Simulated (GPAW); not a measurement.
Runs of GPAW 26.7.0 on SrO. The structure is cubic, space group Fm-3m (No. 225). Conventional cell: a = 5.133 Å, b = 5.133 Å, c = 5.133 Å, α = 90.00°, β = 90.00°, γ = 90.00°. Around Sr (site symmetry m-3m) lie 6 O at 2.57 Å. O (site symmetry m-3m) is surrounded by 6 Sr at 2.57 Å. 

```tsv
task	cell	k mesh	cutoff (eV)	smearing	response ecut	maxiter	response k mesh	response bands	kernels	gap on the mesh (eV)	pressure (GPa)
dielectric tensor	Fm-3m, 16.9 Å³/atom	7 × 7 × 7	650	fermi-dirac 0.001 eV	80 eV	150	23 × 23 × 23	28	["RPA"]	3.45	-
single point	Fm-3m, 16.9 Å³/atom	7 × 7 × 7	650	fermi-dirac 0.05 eV	-	120	-	-	-	3.45	(c)
dielectric tensor	Fm-3m, 16.23 Å³/atom	7 × 7 × 7	650	fermi-dirac 0.001 eV	80 eV	150	23 × 23 × 23	28	["RPA"]	(b)	-
single point	strain = -0.02	9 × 9 × 9	800	fermi-dirac 0.05 eV	-	150	-	-	-	3.31	6.1
dielectric tensor	Fm-3m, 17.92 Å³/atom	7 × 7 × 7	650	fermi-dirac 0.001 eV	80 eV	150	23 × 23 × 23	28	["RPA"]	3.47	-
single point	strain = 0.02	9 × 9 × 9	800	fermi-dirac 0.05 eV	-	150	-	-	-	3.38	2.0
dielectric tensor	Fm-3m, 16.56 Å³/atom	7 × 7 × 7	650	fermi-dirac 0.001 eV	80 eV	150	23 × 23 × 23	28	["RPA"]	3.45	-
dielectric tensor	Fm-3m, 15.89 Å³/atom	7 × 7 × 7	650	fermi-dirac 0.001 eV	80 eV	150	23 × 23 × 23	28	["RPA"]	(a)	-
```

Alike in all rows: level PBE; potentials or basis GPAW PAW data sets (gpaw-data 1.2.1), pw; no spin polarisation.

Q: Fill in the values left out.

A: (a) 3.43; (b) 3.44; (c) 2.6.

Caveats: an odd mesh through Γ misses points on the zone boundary, where band edges often lie; the long-wavelength limit can be off by a per cent or two (some runs); the density grid can change from cell to cell, which puts small steps into energies and stress (some runs); the cutoff is short for stress and forces, so pressures can be off by a GPa or more (some runs).

A k mesh can miss the band edges, and the runs leave out spin-orbit coupling on Sr.
